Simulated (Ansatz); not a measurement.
Ga: frozen-core PAW against all-electron methods

```xyz
1
Lattice="-1.4040 1.4040 2.2290 1.4040 -1.4040 2.2290 1.4040 1.4040 -2.2290" Properties=species:S:1:pos:R:3 pbc="T T T"
Ga    0.0000    0.0000    0.0000
```

The conventional cell has a = 2.808 Å, b = 2.808 Å, c = 4.458 Å, α = 90.00°, β = 90.00°, γ = 90.00°. Around Ga (atom 1) lie 12 Ga at 2.81 to 2.99 Å.

The cell is COD entry 9012723, as deposited and not checked against the literature; nothing was relaxed.

Levels of theory: DFT, LDA, PAW with Ansatz's default frozen-core files, scalar-relativistic (Ansatz 0.2.0); DFT, LDA, all-electron LAPW, scalar-relativistic (Ansatz 0.2.0).

For PAW: a Γ-centred 16×16×16 k mesh, Fermi–Dirac smearing of 0.03 eV, cutoff 420 eV, no spin polarisation; the PAW files were made with PBE, and the program remakes their frozen cores for this functional. LAPW targets a basis error of 1 meV/atom. The Ansatz runs share mesh, smearing and spin set-up. Plane-wave (PAW) pressures include the program's estimate of the Pulay term.

Stress and pressure are positive in compression.

Levels count from the Fermi level.

PAW results:

```csv
quantity,PAW
pressure (GPa),-1.54
stress xx (GPa),-1.43
stress zz (GPa),-1.75
highest filled level at P (eV),-0.130
lowest empty level at P (eV),2.076
highest filled level at X (eV),-1.409
lowest empty level at X (eV),4.107
highest filled level at S0 (eV),-1.153
lowest empty level at S0 (eV),8.373
```

(1) What does LAPW (all electrons) give for the same quantities?

## Answers

(1) 
```tsv
quantity	LAPW
pressure (GPa)	-1.49
stress xx (GPa)	-1.38
stress zz (GPa)	-1.71
highest filled level at P (eV)	-0.130
lowest empty level at P (eV)	2.078
highest filled level at X (eV)	-1.412
lowest empty level at X (eV)	4.107
highest filled level at S0 (eV)	-1.152
lowest empty level at S0 (eV)	8.375
```
